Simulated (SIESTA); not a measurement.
## TePb under changes of volume

One of the cells (32.055 Å³/atom); the others are scaled copies at fixed shape and fractional positions:

```xyz
2
Lattice="4.0023 0.0000 0.0000 0.0000 4.0023 0.0000 0.0000 0.0000 4.0023" Properties=species:S:1:pos:R:3 pbc="T T T"
Pb    0.0000    0.0000    0.0000
Te    2.0011    2.0011    2.0011
```

Measurements of this composition are mostly on another form, of space group No. 225.

```yaml
Program: SIESTA 5.4.2
Functional: PBEsol
Potentials_or_basis: PseudoDojo 0.4 standard (PBEsol files)
Basis: DZP (energy shift 0.002 Ry)
Grid_cutoff: 500 Ry
Energy_shift: 0.002 Ry
k_mesh: 7 × 7 × 7
Occupations: fermi-dirac, width 0.05 eV
Spin: no spin polarisation
```

```tsv
volume (Å³/atom)	energy over the lowest point (meV/atom)	pressure (GPa)
30.132	0.79	0.7
30.773	0.00	-0.3
31.414	3.10	-1.2
32.055	9.42	-2.0
32.696	?	?
33.337	31.62	-3.4
33.978	46.32	-4.0
```

What does the run at 32.696 Å³/atom give?

Energy over the lowest point 19.33 meV/atom; pressure -2.8 GPa.

Worked out: A Birch-Murnaghan fit of order 3 (a polynomial in V^(-2/3)) to the other rows has its minimum at 30.58 Å³/atom with B0 = V·E''(V) = 48 GPa and B' = 4.4. It gives 19.16 meV/atom at 32.696 Å³/atom, against the run's 19.33, and -dE/dV = -2.8 GPa, against -2.8.

Energies are extrapolated to zero smearing.

Caveats: semicore shells carry a single zeta, which can move pressures by several GPa and volumes by a few percent; the basis of atomic orbitals isn't converged, which shifts pressures, moduli and gaps.
